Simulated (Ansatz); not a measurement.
**Pb: strain and displacement**

```xyz
2
Lattice="0.0000 3.4390 3.4390 3.4390 0.0000 3.4390 3.4390 3.4390 0.0000" Properties=species:S:1:pos:R:3 pbc="T T T"
Pb    0.0000    0.0000    0.0000
Pb    1.7195    1.7195    1.7195
```

Atoms are numbered in the order listed.

Structure from Materials Project entry mp-1247117 (possibly hypothetical), not relaxed further.

No spin–orbit coupling, which matters for the heavy atoms here.

Theory: DFT, PBE, all-electron LAPW, scalar-relativistic (Ansatz 0.2.0).

Numerical set-up: a Γ-centred 8×8×8 k mesh, Fermi–Dirac smearing of 0.05 eV, basis error target 0.25 meV/atom, no spin polarisation.

The unchanged cell is at 2.37 GPa.

In a metal, stresses and small energies carry noise from the k mesh.

x, y and z are the Cartesian axes of the cell as listed; fractional coordinates follow a strain, and an engineering shear is twice the off-diagonal strain component.

**Question.** One change gave: energy change +14 meV/atom; stress change (xx, yy, zz, yz, xz, xy) 0.16, 0.16, 0.16, 1.19, 1.19, 1.19 GPa, compression positive; change of the force on Pb2 (0.260, 0.260, 0.260) eV/Å. Which change was it?
A. equal xy, yz and zx engineering shear strains of -1 %
B. equal xy, yz and zx engineering shear strains of -2 %
C. equal xy, yz and zx engineering shear strains of +2 %
D. equal xy, yz and zx engineering shear strains of +1 %
E. equal xy, yz and zx engineering shear strains of +3 %
F. equal xy, yz and zx engineering shear strains of -3 %

**Answer.** F. For equal xy, yz and zx engineering shear strains of -1 %: energy change +1 meV/atom; stress change (xx, yy, zz, yz, xz, xy) 0.02, 0.02, 0.02, 0.38, 0.38, 0.38 GPa, compression positive; change of the force on Pb1 (-0.079, -0.079, -0.079) eV/Å. For equal xy, yz and zx engineering shear strains of +2 %: energy change +6 meV/atom; stress change (xx, yy, zz, yz, xz, xy) 0.06, 0.06, 0.06, -0.70, -0.70, -0.70 GPa, compression positive; change of the force on Pb1 (0.140, 0.140, 0.140) eV/Å. For equal xy, yz and zx engineering shear strains of -2 %: energy change +6 meV/atom; stress change (xx, yy, zz, yz, xz, xy) 0.07, 0.07, 0.07, 0.77, 0.77, 0.77 GPa, compression positive; change of the force on Pb1 (-0.165, -0.165, -0.165) eV/Å. For equal xy, yz and zx engineering shear strains of +1 %: energy change +1 meV/atom; stress change (xx, yy, zz, yz, xz, xy) 0.02, 0.02, 0.02, -0.36, -0.36, -0.36 GPa, compression positive; change of the force on Pb1 (0.073, 0.073, 0.073) eV/Å. For equal xy, yz and zx engineering shear strains of +3 %: energy change +12 meV/atom; stress change (xx, yy, zz, yz, xz, xy) 0.14, 0.14, 0.14, -1.02, -1.02, -1.02 GPa, compression positive; change of the force on Pb1 (0.203, 0.203, 0.203) eV/Å.
